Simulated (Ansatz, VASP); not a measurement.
## Sr in VASP and in Ansatz

The input INCAR:

```
PREC     = Accurate       # precision mode
ENCUT    = 520            # plane-wave cutoff, eV
EDIFF    = 1E-7           # SCF threshold, eV
ISMEAR   = -1             # smearing method
SIGMA    = 0.05           # smearing width, eV
LREAL    = F              # projectors in reciprocal space
LASPH    = T              # aspherical terms in the spheres
NELM     = 80             # most SCF steps
ALGO     = Normal         # electronic algorithm
ISIF     = 2              # what is computed and relaxed
LWAVE    = F              # write WAVECAR
LCHARG   = F              # write CHGCAR
GGA      = PE             # functional
NBANDS   = 11             # bands
```

File KPOINTS:

```
Automatic mesh
0
Gamma
  10 10 10
```

Contents of POSCAR:

```
Sr
1.0
   -2.4022136893      2.4022136893      2.4022136893
    2.4022136893     -2.4022136893      2.4022136893
    2.4022136893      2.4022136893     -2.4022136893
Sr
1
Direct
    0.0000000000      0.0000000000      0.0000000000
```

Input for Ansatz:

```yaml
crystal:
  lattice:
    - [-2.4022136893, 2.4022136893, 2.4022136893]
    - [2.4022136893, -2.4022136893, 2.4022136893]
    - [2.4022136893, 2.4022136893, -2.4022136893]
  atoms:
    - { symbol: Sr, position: [0.0, 0.0, 0.0] }
kpoints:
  mp_grid: { grid: [10, 10, 10] }
  band_path:
    path:
      - [0.0, 0.0, 0.0]
      - [0.5, -0.5, 0.5]
      - [0.0, 0.0, 0.5]
      - [0.0, 0.0, 0.0]
      - [0.25, 0.25, 0.25]
      - [0.5, -0.5, 0.5]
      - [0.25, 0.25, 0.25]
      - [0.0, 0.0, 0.5]
    npoints: 5
scf:
  occupations: { method: fermi_dirac, width: 0.05 }
hamiltonian:
  xc: pbe
  pseudopotentials: { kind: all_electron, lapw: { basis_error: 0.0005 } }
output:
  forces: true
  stress: true
  eigenvalues: true
```

Alike in both runs: task single point; functional PBE; k mesh 10 × 10 × 10; occupations fermi-dirac, width 0.05 eV; no spin polarisation.

|  | VASP | Ansatz |
| --- | --- | --- |
| version | VASP 6.6.1 | Ansatz 0.2.0 |
| potentials or method | VASP PAW PBE potentials, release 64 (Sr_sv) | all-electron LAPW, scalar-relativistic |
| plane-wave cutoff (eV) | 520 | see its input |

```tsv
	VASP	Ansatz	Ansatz less VASP
pressure (GPa)	-0.3	-0.3	0.00
```

Ansatz ran all-electron here, so the differences hold the error of VASP's frozen core and of both bases.
